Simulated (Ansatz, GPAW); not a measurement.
# Geometry or basis: what sets the conductance of a Ru chain with two Si atoms in line, part 2 of 4

Aim: the conductance of a Ru chain with two Si atoms in line after relaxation, and whether geometry, basis or functional moves it most.

GPAW 26.7.0 and Ansatz 0.2.0; Ansatz plane waves; relaxation of the junction with the lead ends held; PAW set soft_1 (the session's first sound run).

So far. Step 2 (Relaxation): The relaxation lowered the energy of the cell by 0.956 eV.

### Step 3. Plane waves, PBE

A plane-wave run comes first: its basis does not favour the atoms, so it serves as the reference for the orbital bases.

This step: Ansatz plane waves; Landauer transmission by layers, zero bias; PAW set soft_1 (Ansatz 0.2.0).

File input.yaml:

```yaml
crystal:
  lattice:
    - [9.0, 0.0, 0.0]
    - [0.0, 9.0, 0.0]
    - [0.0, 0.0, 40.346]
  atoms:
    - { symbol: Ru, position: [0.5, 0.5, 0.0278838051] }
    - { symbol: Ru, position: [0.5, 0.5, 0.0836514153] }
    - { symbol: Ru, position: [0.5, 0.5, 0.1394190254] }
    - { symbol: Ru, position: [0.5, 0.5, 0.1951866356] }
    - { symbol: Ru, position: [0.5, 0.5, 0.2509542458] }
    - { symbol: Ru, position: [0.5, 0.5, 0.3067218559] }
    - { symbol: Ru, position: [0.5640879901, 0.4489329213, 0.3597566286] }
    - { symbol: Ru, position: [0.4992443072, 0.510579971, 0.4103974693] }
    - { symbol: Si, position: [0.5348686606, 0.485188687, 0.4703844645] }
    - { symbol: Si, position: [0.5347567122, 0.4852383478, 0.5295315094] }
    - { symbol: Ru, position: [0.491213939, 0.4930251589, 0.5895781682] }
    - { symbol: Ru, position: [0.5807773887, 0.4896880695, 0.6402160324] }
    - { symbol: Ru, position: [0.5, 0.5, 0.6932781441] }
    - { symbol: Ru, position: [0.5, 0.5, 0.7490457542] }
    - { symbol: Ru, position: [0.5, 0.5, 0.8048133644] }
    - { symbol: Ru, position: [0.5, 0.5, 0.8605809746] }
    - { symbol: Ru, position: [0.5, 0.5, 0.9163485847] }
    - { symbol: Ru, position: [0.5, 0.5, 0.9721161949] }
kpoints:
  mp_grid: { grid: [1, 1, 2] }
hamiltonian:
  xc: pbe
  pseudopotentials: { kind: paw, azcp: { folder: soft_1 } }
scf:
  occupations: { method: fermi_dirac, width: 0.1 }
output:
  transmission:
    leads: [[0, 1]]
    e_range: [-2, 2]
    de: 0.025
    kmesh: [1, 1]
    reduced_basis: true
  write_potential: true
  write_density: true
  volumetric_format: npy
  elf: true
```

Launch:

```bash
$ ansatz run input.yaml --threads 4 --pin off --max-ram 8192MiB --backend cpu --events-out ev --progress --plain --runs-dir out
```

Numbers of over 12 decimals in the logs are rounded to 6 here.

Log:

```text
[...]
Crystal: 18 atoms, lattice volume = 3268.026 Å³
Basis set: ecut = 420 eV, 63803 PW (Γ)
Bands: 159, of which v1, the nominal top of the filled ones, is band 132 counted from 1 (131 counted from 0)
Symmetry: 1 space group operations
[...]
k-points: 2
[...]
SCF iter   1: F=—  HF=-95265.830697 eV  |F-HF|=—  |Δ(HF+E_count)|=         —  Δρ=1.82e-2  dr2=9.33e0  ethr=3.10e-3  ⟨swp⟩=7.5  Hψ=1175  notcnv=0
[...]
SCF iter  11: F=-95263.676013 eV  HF=-95263.676013 eV  |F-HF|=5.40e-8  |Δ(HF+E_count)|=   1.32e-7  Δρ=1.34e-6  dr2=9.60e-8  ethr=3.79e-11  ⟨swp⟩=7.0  Hψ=925  notcnv=0
SCF 1 converged in 11 iterations: F = -95263.676013 eV  dr2 = 9.60e-8
[...]
transmission: 50 of 300 steps passed
transmission: 100 of 300 steps passed
[...]
transmission: 300 of 300 steps passed
WARN: The output density's exchange-correlation potential varies sharply where the density is thin. Do not read a vacuum level from v_tot or v_xc, or from such a field of the output density. On a cell that repeats whose density bears no net charge and no dipole along the vacuum's axis use v_es (v_loc + v_h of the components); under efield.dipole_correction with no amplitude use v_es + v_field, which holds any externa [...]
SCF converged after 11 iterations
Free energy (F): -95263.676013 eV
[...]
Internal energy: -95261.924413 eV  (E = F + TS)
E sigma→0 (E₀):  -95262.800213 eV
Entropy (-TS):   -1.751600 eV (-97.311 meV/atom)
Fermi energy:    -2.956241 eV
[...]
--- Band table (eV) ---
  k-point 0: bands = [... 128 lower, -3.0745, -2.9956, -2.9931, -2.9683, -2.9500, -2.9024, -2.8883, -2.8506, ... 23 higher]
  k-point 1: bands = [... 128 lower, -3.1203, -2.9940, -2.9898, -2.9808, -2.9179, -2.8997, -2.8485, -2.8451, ... 23 higher]
--- Transmission ---
  basis      : 717 plane waves across, 50 finite elements along
  points     : 1, standing for a mesh of 1 x 1
  filling    : by the input's occupations and mesh, since the crystals that have channels conduct as metals do. If one of these is a semiconductor, that mesh has misplaced its level
  energies   : 161 from -2.000000 to 2.000000 eV about the Fermi level, 0.025000 eV apart; the leads are filled to 0.000000 eV, and channels, transmission and decay are at 0.000000 eV
  crystal 0  : Ru1, at the sites [0, 1], period 2.2500 Å, over 27.00 Å; its Hamiltonian steps by up to 2.4 meV
    offset         : up to 0.0000 Å between an atom of the period and one for which it stands
    filled         : 12.3 meV under the level at which it is neutral
    channels       : 6.000000e0 a spin
    conductance    : 5.7388e14 S/m² at 300 K; may be off by some 0.0 % by where its bands' edges are placed, 0.0 % from the distance to neutral
  junction   : crystal 0 to crystal 0, 0.70 to 38.79 Å
    transmission   : 1.930273e0 a spin
    error estimate : 7.273413e-4 a spin from the reduction of the transverse basis, at the most 3.060179e-3 at 0.125000 eV
    conductance    : 1.8429e14 S/m² at 300 K (1.8428e14 on every other energy)
    error estimate : 0.0 % from the energy spacing and 0.0 % from band edges of the leads and from resonances (wavevectors taken as independent; lower de), 0.1 % from the reduction of the transverse basis, 0.7 % from the steps of its leads' Hamiltonians or their offsets (lay more layers), 1.7 % from the distance to neutral
    resistance     : 3.6839e-3 Ω µm² beyond half of each lead's own
```

The job ended after 2.6 min (4 threads of Arm Neoverse V1, shared host; peak memory 4.8 GiB).

Reading the cycles: dr2 is the Hartree energy of the density residual (eV), the measure of convergence; HF is the Harris–Foulkes estimate of the energy, which meets the free energy F at convergence.

Numbers from this step:

| Property | Result |
| --- | --- |
| free energy | -95263.6760 eV |
| lead level | 0 eV from the Fermi level |
| transmission at the Fermi level (one spin) | 1.930 |
| open channels of the lead at the Fermi level (one spin) | 6 |
| step of the potential along the lead | 2.4 meV |
| offset of the lead | 0 Å |
| filling of the lead less its bulk value, in size | 12.3 meV |
| conductance | 1.927 G₀ |

One spin. The transmission, zone mean by energy, zero at the Fermi level:

| energy (eV) | transmission, zone mean |
| --- | --- |
| -2.000 | 0.787 |
| -1.900 | 0.802 |
| -1.800 | 0.830 |
| -1.700 | 0.873 |
| -1.600 | 0.936 |
| -1.500 | 1.01 |
| -1.475 | 1.02 |
| -1.400 | 0.904 |
| -1.300 | 0.269 |
| -1.200 | 0.241 |
| -1.100 | 0.678 |
| -1.000 | 0.716 |
| -0.900 | 0.768 |
| -0.800 | 0.938 |
| -0.700 | 1.41 |
| -0.600 | 1.93 |
| -0.575 | 1.94 |
| -0.500 | 1.90 |
| -0.400 | 1.94 |
| -0.300 | 1.84 |
| -0.200 | 1.64 |
| -0.100 | 1.67 |
| 0.000 | 1.93 |
| 0.100 | 2.15 |
| 0.200 | 1.89 |
| 0.300 | 1.94 |
| 0.400 | 2.05 |
| 0.500 | 2.13 |
| 0.525 | 2.13 |
| 0.600 | 2.09 |
| 0.700 | 1.89 |
| 0.800 | 1.60 |
| 0.900 | 1.33 |
| 1.000 | 1.14 |
| 1.100 | 1.01 |
| 1.200 | 0.932 |
| 1.300 | 0.881 |
| 1.400 | 0.850 |
| 1.500 | 0.833 |
| 1.600 | 0.826 |
| 1.700 | 0.815 |
| 1.800 | 0.844 |
| 1.900 | 1.15 |
| 1.925 | 1.18 |
| 2.000 | 1.12 |

One spin. The open channels, zone mean by energy, zero at the Fermi level:

| energy (eV) | open channels, zone mean |
| --- | --- |
| -2.000 | 3 |
| -1.800 | 3 |
| -1.600 | 3 |
| -1.400 | 3 |
| -1.200 | 5 |
| -1.000 | 6 |
| -0.800 | 6 |
| -0.600 | 6 |
| -0.400 | 6 |
| -0.200 | 6 |
| 0.000 | 6 |
| 0.200 | 6 |
| 0.400 | 4 |
| 0.600 | 4 |
| 0.800 | 4 |
| 1.000 | 4 |
| 1.200 | 4 |
| 1.400 | 4 |
| 1.600 | 4 |
| 1.800 | 3 |
| 2.000 | 3 |

Crystal 0, spin -, k parallel (0, 0); distinct values, listed up to 1.5 1/Å. Im kz of the slowest decaying states against energy, zero at the Fermi level:

| energy (eV) | decay 1 (Å⁻¹) | decay 2 (Å⁻¹) | decay 3 (Å⁻¹) | decay 4 (Å⁻¹) |
| --- | --- | --- | --- | --- |
| -2.000 | 0.500 | 0.608 | 0.609 | 1.26 |
| -1.800 | 0.435 | 0.518 | 0.519 | 1.24 |
| -1.600 | 0.359 | 0.402 | 0.403 | 1.22 |
| -1.400 | 0.221 | 0.223 | 0.261 | 1.20 |
| -1.200 | 0.0897 | 1.17 | 1.18 | 1.25 |
| -1.000 | 1.15 | 1.15 | 1.22 | 1.33 |
| -0.800 | 1.13 | 1.13 | 1.20 | 1.31 |
| -0.600 | 1.11 | 1.11 | 1.18 | 1.29 |
| -0.400 | 1.08 | 1.08 | 1.16 | 1.27 |
| -0.200 | 1.06 | 1.06 | 1.13 | 1.25 |
| 0.000 | 1.03 | 1.03 | 1.11 | 1.23 |
| 0.200 | 1.01 | 1.01 | 1.09 | 1.20 |
| 0.400 | 0.281 | 0.281 | 0.982 | 0.982 |
| 0.600 | 0.394 | 0.956 | 0.956 | 1.04 |
| 0.800 | 0.473 | 0.473 | 0.929 | 0.929 |
| 1.000 | 0.535 | 0.535 | 0.901 | 0.902 |
| 1.200 | 0.586 | 0.586 | 0.873 | 0.873 |
| 1.400 | 0.630 | 0.844 | 0.845 | 0.927 |
| 1.600 | 0.667 | 0.815 | 0.815 | 0.898 |
| 1.800 | 0.0970 | 0.700 | 0.700 | 0.785 |
| 2.000 | 0.186 | 0.729 | 0.729 | 0.755 |

Crystal 0, spin -, k parallel (0, 0). Re kz of states that move upwards against energy, zero at the Fermi level:

| energy (eV) | channel 1 (Å⁻¹) | channel 2 (Å⁻¹) | channel 3 (Å⁻¹) | channel 4 (Å⁻¹) | channel 5 (Å⁻¹) | channel 6 (Å⁻¹) |
| --- | --- | --- | --- | --- | --- | --- |
| -2.000 | -0.758 | -0.757 | 0.629 | - | - | - |
| -1.800 | -0.721 | -0.721 | 0.651 | - | - | - |
| -1.600 | -0.686 | -0.685 | 0.673 | - | - | - |
| -1.400 | -0.652 | -0.651 | 0.696 | - | - | - |
| -1.200 | -0.618 | -0.618 | 0.264 | 0.265 | 0.719 | - |
| -1.000 | -0.585 | -0.585 | 0.228 | 0.445 | 0.446 | 0.742 |
| -0.800 | -0.553 | -0.553 | 0.333 | 0.581 | 0.581 | 0.767 |
| -0.600 | -0.522 | -0.521 | 0.412 | 0.702 | 0.702 | 0.792 |
| -0.400 | -0.490 | -0.490 | 0.476 | 0.818 | 0.818 | 0.819 |
| -0.200 | -0.459 | -0.458 | 0.532 | 0.847 | 0.939 | 0.939 |
| 0.000 | -0.428 | -0.427 | 0.580 | 0.878 | 1.08 | 1.08 |
| 0.200 | -0.396 | -0.396 | 0.623 | 0.910 | 1.32 | 1.32 |
| 0.400 | -0.365 | -0.365 | 0.662 | 0.946 | - | - |
| 0.600 | -0.333 | -0.333 | 0.696 | 0.984 | - | - |
| 0.800 | -0.301 | -0.301 | 0.728 | 1.03 | - | - |
| 1.000 | -0.269 | -0.268 | 0.756 | 1.07 | - | - |
| 1.200 | -0.236 | -0.235 | 0.783 | 1.12 | - | - |
| 1.400 | -0.201 | -0.201 | 0.808 | 1.18 | - | - |
| 1.600 | -0.166 | -0.165 | 0.831 | 1.26 | - | - |
| 1.800 | -0.128 | -0.127 | 0.853 | - | - | - |
| 2.000 | -0.0873 | -0.0865 | 0.875 | - | - | - |

The electrostatic potential energy of an electron (with the applied field's), less the Fermi level, planar mean oscillates, so the rows of the table below give means over windows of 2.24 Å about each position, cut where the curve ends. Its first 14 maxima inside the range that stand out by 2 % of the span (Å: eV): 2.2: 4.62, 4.5: 4.61, 6.7: 4.60, 9.0: 4.60, 11.2: 4.53, 13.4: 4.36, 15.5: 4.18, 17.8: 4.55, 20.2: 4.56, 22.6: 4.55, 24.8: 4.18, 26.9: 4.36, 29.1: 4.53, 31.4: 4.60. Its first 14 minima: 1.2: 2.54, 3.4: 2.54, 5.7: 2.52, 7.9: 2.52, 10.2: 2.49, 12.4: 2.41, 14.5: 2.35, 16.6: 2.29, 19.0: 3.43, 21.2: 3.42, 23.8: 2.29, 25.9: 2.35, 27.9: 2.41, 30.2: 2.49.

Table of electrostatic potential energy of an electron (with the applied field's), less the Fermi level, planar mean by z; means over each step:

| z (Å) | electrostatic potential energy of an electron (with the applied field's), less the Fermi level, planar mean (eV) |
| --- | --- |
| 1.12 | 3.60 |
| 3.36 | 3.60 |
| 5.60 | 3.59 |
| 7.84 | 3.59 |
| 10.08 | 3.56 |
| 12.32 | 3.47 |
| 14.56 | 3.36 |
| 16.80 | 3.39 |
| 19.04 | 3.92 |
| 21.28 | 3.92 |
| 23.52 | 3.40 |
| 25.76 | 3.36 |
| 28.00 | 3.47 |
| 30.24 | 3.56 |
| 32.48 | 3.59 |
| 34.72 | 3.59 |
| 36.96 | 3.60 |
| 39.20 | 3.54 |

The valence density, planar mean oscillates, so the rows of the table below give means over windows of 2.24 Å about each position, cut where the curve ends. Its first 14 maxima inside the range that stand out by 2 % of the span (Å: e/Å³): 1.2: 0.176, 3.4: 0.177, 5.7: 0.177, 7.9: 0.177, 10.2: 0.178, 12.4: 0.179, 14.5: 0.180, 16.6: 0.178, 18.4: 0.0230, 21.8: 0.0229, 23.8: 0.178, 25.9: 0.180, 27.9: 0.179, 30.2: 0.178. Its first 14 minima: 2.2: 0.0257, 4.5: 0.0257, 6.7: 0.0256, 9.0: 0.0259, 11.2: 0.0256, 13.4: 0.0289, 15.5: 0.0323, 17.8: 0.0190, 20.2: 0.0187, 22.6: 0.0189, 24.8: 0.0323, 26.9: 0.0289, 29.1: 0.0256, 31.4: 0.0259.

Valence density, planar mean against z; means over each step:

z (Å), valence density, planar mean (e/Å³) and a bar from the least value:
```
     1.12      0.088 ############################
     3.36      0.088 ############################
     5.60      0.088 ############################
     7.84      0.088 ############################
    10.08      0.088 #############################
    12.32      0.089 #############################
    14.56      0.090 #############################
    16.80      0.087 ############################
    19.04      0.021 
    21.28      0.021 
    23.52      0.087 ############################
    25.76      0.091 ##############################
    28.00      0.089 #############################
    30.24      0.088 #############################
    32.48      0.088 ############################
    34.72      0.088 ############################
    36.96      0.088 ############################
    39.20      0.092 ##############################
```

Valence density in the ca plane at fractional y = 0.490, with atoms of Ru and Si within 0.2 Å of it. It is the smooth field of the valence electrons, not physical close to the nuclei.

Ten steps, logarithmic in the rise over the least value, from '0' (0 e/Å³) to '9' (11 e/Å³), each cell a mean:
```
00000000000000000000000000000000000000000000
00000000000000000000000000000000000000000000
00000000000000000000000000000000000000000000
00000000000000000000000000000000000000000000
00000000000000000000000000000000000000000000
00000000000000000000000000000000000000000000
00000000000011110000000000000000000000000012
01000001111223321111001111111111111100111135
22221122222357642222211222222222222111222358
46543346543579864455432332233332233224554479
78864478864589865688743332233332223346886569
89975589975468755799853332233332233358998557
89974589974345434799853332233232233358997434
67753367753222223577632222222222222246886322
34322233321111111233321111111111111123443111
11111111110000000111100000000000000011111000
00000000000000000000000000000000000000000000
00000000000000000000000000000000000000000000
00000000000000000000000000000000000000000000
00000000000000000000000000000000000000000000
00000000000000000000000000000000000000000000
00000000000000000000000000000000000000000000
00000000000000000000000000000000000000000000
00000000000000000000000000000000000000000000
```
Columns run along c (16.0 Å, from fractional 0.24 to 0.64 of the cell), rows up along a (9.0 Å). Atoms in or near the plane, at fractional coordinates: Ru at (0.25, 0.50), Ru at (0.31, 0.50), Ru at (0.41, 0.50), Si at (0.47, 0.53), Si at (0.53, 0.53), Ru at (0.59, 0.49).

ELF in the ca plane at fractional y = 0.490, with atoms of Ru and Si within 0.2 Å of it. It is the smooth field of the valence electrons, not physical close to the nuclei.

Ten even steps from '0' (0.00) to '9' (0.86), each cell a mean:
```
00000000000000000000000000000000000000000000
00000000000000000000000000000000000000000000
00000000000000000000000000000000000000000000
00000000000111100000000000000000000000000011
00000000111111111100000111111111111000000111
11111111122211111111011233333333332110011111
11112212233222212221123566655455665321122112
22223322233223222322235888877777887632223224
22223322233346533332236999888888899742233346
45433345433466643345436997689996789733443356
66653356653466653566635977679986779635665356
66663466664356544566644887579985778536666445
66653466653334433566644897789986798446666333
56643356642333332466534899887788998435665233
23323223322333332233223688765567886323442123
22223211111233321111112466543345664211111112
22222211111122211111111233322223332111111011
11111111111111100000000111111111111000000000
11110000000000000000000000000000000000000000
00000000000000000000000000000000000000000000
00000000000000000000000000000000000000000000
00000000000000000000000000000000000000000000
00000000000000000000000000000000000000000000
00000000000000000000000000000000000000000000
```
Columns run along c (16.0 Å, from fractional 0.24 to 0.64 of the cell), rows up along a (9.0 Å). Atoms in or near the plane, at fractional coordinates: Ru at (0.25, 0.50), Ru at (0.31, 0.50), Ru at (0.41, 0.50), Si at (0.47, 0.53), Si at (0.53, 0.53), Ru at (0.59, 0.49).

Electrostatic potential energy in the ca plane at fractional y = 0.490, with atoms of Ru and Si within 0.2 Å of it. With pseudopotentials it is smooth inside the atoms' cores, unlike the true potential.

Ten even steps from '0' (-74 eV) to '9' (2 eV), each cell a mean:
```
99999999999999999999999999999999999999999999
99999999999999999999999999999999999999999999
99999999999999999999999999999999999999999999
99999999999999999999999999999999999999999999
99999999999999999999999999999999999999999999
99999999999999999999999999999999999999999999
99999999999999999999999999999999999999999999
99999999999988899999999999999999999999999987
99999999999853479999999987789987789999999851
75689875678610048866789854468874458998678730
20148720047610047510378747658855756874114740
00027600017741367200058746558855657860001663
00037610027887787300168865578875568861002788
42368852368999998632589988889998889984125899
88899988889999999988899999999999999998778999
99999999999999999999999999999999999999999999
99999999999999999999999999999999999999999999
99999999999999999999999999999999999999999999
99999999999999999999999999999999999999999999
99999999999999999999999999999999999999999999
99999999999999999999999999999999999999999999
99999999999999999999999999999999999999999999
99999999999999999999999999999999999999999999
99999999999999999999999999999999999999999999
```
Columns run along c (16.0 Å, from fractional 0.24 to 0.64 of the cell; values clipped at the 3rd and 97th percentile), rows up along a (9.0 Å). Atoms in or near the plane, at fractional coordinates: Ru at (0.25, 0.50), Ru at (0.31, 0.50), Ru at (0.41, 0.50), Si at (0.47, 0.53), Si at (0.53, 0.53), Ru at (0.59, 0.49).

T at the Fermi level is 1.93 of 6 open channels a spin.

[end of part 2 of 4]

[Logs are printed without paths, hosts, clocks, repeated set-up lines and the standing remarks that a program may print on its own settings, such as how far it seeks lower states.]

[Hosts, paths, dates, database ids (printed as entryN), source tags and the programs' standing remarks are cut or masked in the printed files.]
